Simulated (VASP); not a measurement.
# A VASP 6.6.1 single-point calculation on MgO

INCAR

```
LASPH = .TRUE.
ISMEAR = 2
IVDW = 11
EDIFF = 1E-7
SIGMA = 0.5
ISIF = 2
LCHARG = .FALSE.
IBRION = -1
LREAL = .FALSE.
NSW = 0
NBANDS = 11
PREC = Accurate
LWAVE = .FALSE.
NELM = 92
ENCUT = 520
GGA = PE
```

KPOINTS

```
KPOINTS created by Atomic Simulation Environment
0
Gamma
3 3 3
0 0 0
```

POSCAR

```
Mg O
 1.0000000000000000
     2.6233491285000001    0.0000000000000000    0.0000000000000000
     0.0000000000000000    2.6233491285000001    0.0000000000000000
     0.0000000000000000    0.0000000000000000    2.6745044364999999
 Mg  O
   1   1
Cartesian
  0.0000000000000000  0.0000000000000000  0.0000000000000000
  1.3116745642500001  1.3116745642500001  1.3372522182500002
```

The recommended PBE PAW datasets give the neutral cell 8 valence electrons.

Command

```
mpirun -np 1 vasp_std
```

Problem. Predict the outcome of this run.

Solution. It converged. Results: gap between bands v and c on the k mesh 2.57 eV; least direct gap on the k mesh 3.27 eV; pressure -0.6 GPa. Band v is the last that the valence electrons fill when counted band by band, and c is the next.

OSZICAR

```
N       E                     dE             d eps       ncg     rms          rms(c)
DAV:   1     0.112258054272E+02    0.11226E+02   -0.47959E+03   156   0.654E+02
DAV:   2    -0.115075218459E+02   -0.22733E+02   -0.22137E+02   159   0.131E+02
DAV:   3    -0.119623877854E+02   -0.45487E+00   -0.45003E+00   138   0.147E+01
DAV:   4    -0.119634448542E+02   -0.10571E-02   -0.10571E-02   150   0.811E-01
DAV:   5    -0.119634482075E+02   -0.33533E-05   -0.33536E-05   149   0.430E-02    0.717E+00
DAV:   6    -0.102935903414E+02    0.16699E+01   -0.86597E+00   138   0.162E+01    0.221E+00
DAV:   7    -0.102535866522E+02    0.40004E-01   -0.63131E-02   147   0.227E+00    0.134E+00
DAV:   8    -0.102272014285E+02    0.26385E-01   -0.39157E-02   138   0.200E+00    0.230E-01
DAV:   9    -0.102269496997E+02    0.25173E-03   -0.32260E-04   158   0.133E-01    0.150E-01
DAV:  10    -0.102268778275E+02    0.71872E-04   -0.29800E-04   138   0.146E-01    0.958E-03
DAV:  11    -0.102268762638E+02    0.15637E-05   -0.74180E-06   150   0.175E-02    0.361E-03
DAV:  12    -0.102268761700E+02    0.93789E-07   -0.21067E-07   138   0.449E-03
   1 F= -.10671377E+02 E0= -.10676137E+02  d E =0.190410E-01
```

For comparison, a separate PBE run of the intended cell, on usual settings and not on those above, gives a gap of 2.36 eV on its mesh and a pressure of 2.5 GPa.
